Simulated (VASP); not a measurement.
ZnS:

```
Zn S
1.0
     3.81100    0.00000    0.00000
    -1.90550    3.30042    0.00000
     0.00000    0.00000    6.23400
Zn S
2 2
Cartesian
  0.0000 2.2003 0.0000
  1.9055 1.1001 3.1170
  0.0000 2.2003 2.4001
  1.9055 1.1001 5.5171
```

- Program: VASP 6.6.1
- Task: relaxation of cell and atoms
- Functional: PBEsol
- Potentials or basis: VASP PAW PBE potentials, release 64 (Zn, S)
- Cutoff: 600 eV
- k mesh: 9 × 9 × 5
- Occupations: gaussian, width 0.03 eV
- Spin: no spin polarisation

At the start: pressure -1.1 GPa; volume 19.60 Å³/atom.

Problem. Where does the relaxation end?

Solution. Over 8 steps the energy falls by 6.5 meV/atom and the volume is 19.28 Å³/atom (-1.7 %); space group P6_3mc (No. 186, to 0.05 Å).

Step by step:
```tsv
step	energy change (eV)	largest force (eV/Å)	pressure (GPa)	volume (Å³)
1	0.0000	0.3085	-1.10	78.41
2	-0.0199	0.1198	0.24	76.89
3	-0.0200	0.0998	0.34	76.76
4	-0.0232	0.0458	0.04	77.05
5	-0.0244	0.0013	-0.20	77.29
6	-0.0245	0.0168	-0.32	77.39
7	-0.0258	0.0015	0.08	77.06
8	-0.0259	0.0006	-0.06	77.10
```

Final structure:
```
Zn S
1.0
     3.78556    0.00000    0.00000
    -1.89278    3.27839    0.00000
     0.00000    0.00000    6.21250
Zn S
2 2
Direct
  0.33333 0.66667 0.00541
  0.66667 0.33333 0.50541
  0.33333 0.66667 0.37959
  0.66667 0.33333 0.87959
```

Caveat: the PAW data sets were made with another functional, which shifts forces and pressure a little.
